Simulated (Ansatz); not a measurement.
# TiSe2 (P-3m1): equation of state

How stiff is TiSe2 (P-3m1)? Energies and pressures are computed at volumes on both sides of the relaxed cell and fitted.

A COD entry behind a cell of this session may itself be a prediction, so a difference from it is no test against experiment.

Method: DFT PBE, scalar-relativistic, plane waves, PAW, in Ansatz 0.2.0.

The runs add the D3(BJ) dispersion term to the functional named. Spin polarisation is switched off on purpose; where the compound carries moments, volume, stiffness and gap are then not the real material's.

### Step 1. The system as given

Symmetry: P-3m1, No. 164, trigonal system. Conventional cell: a = 3.483 Å, b = 3.483 Å, c = 5.859 Å, α = 90.00°, β = 90.00°, γ = 120.00°. Ti (site symmetry -3m) is surrounded by 6 Se at 2.54 Å. Around Se (site symmetry 3m) lie 3 Ti at 2.54 Å.

Coordinates:

```xyz
3
Lattice="3.4826 0.0000 0.0000 -1.7413 3.0160 0.0000 0.0000 0.0000 5.8593" Properties=species:S:1:pos:R:3 pbc="T T T"
Ti    0.0000    0.0000    0.0000
Se    0.0000    2.0107    1.5524
Se    1.7413    1.0053    4.3070
```

An earlier run at PBE left this cell at 20.514 Å³/atom and 0.01 GPa (12×12×6 mesh).

Volume factors to run: 0.980, 1.020, 0.960, 1.040.

### Step 2. At 0.980 of the relaxed volume

The input, input.yaml:

```yaml
crystal:
  lattice:
    - [3.4591923703, 0.0, 0.0]
    - [-1.7295961852, 2.9957484692, 0.0]
    - [0.0, 0.0, 5.820001482]
  atoms:
    - { symbol: Ti, position: [0.0, 0.0, 0.0] }
    - { symbol: Se, position: [0.3333333333, 0.6666666667, 0.2649368735] }
    - { symbol: Se, position: [0.6666666667, 0.3333333333, 0.7350631265] }
basis:
  ecutwfc: 420
  ecutrho_ratio: 4
kpoints:
  mp_grid: { grid: [12, 12, 6] }
hamiltonian:
  xc: pbe
  dispersion: d3bj
scf:
  occupations: { method: gaussian, width: 0.05 }
output:
  forces: true
  stress: true
  eigenvalues: true
relax:
  f_tol: 0.01
  max_steps: 40
  cell: { stress_tol: 0.1, fix: [volume] }
```

On the command line:

```
$ ansatz run input.yaml --threads 1 --pin off --max-ram 2560MiB --backend cpu --events-out ev --progress --plain --runs-dir out
```

The runs that follow: Volume × 1.020; Volume × 0.960; Scaling the volume by 1.040.

**Question.** What will these runs give? Wanted: V0; B0; B0′; scatter of the fit.

As calculated:

```
          quantity           value
                V0  20.515 Å³/atom
                B0          41 GPa
               B0′             8.8
scatter of the fit  0.002 meV/atom
```

**Reading.** The fitted minimum lies at 20.52 Å³/atom, and the bulk modulus is 41 GPa. One per cent of compression takes about 0.41 GPa. These are values at 0 K without zero-point motion.
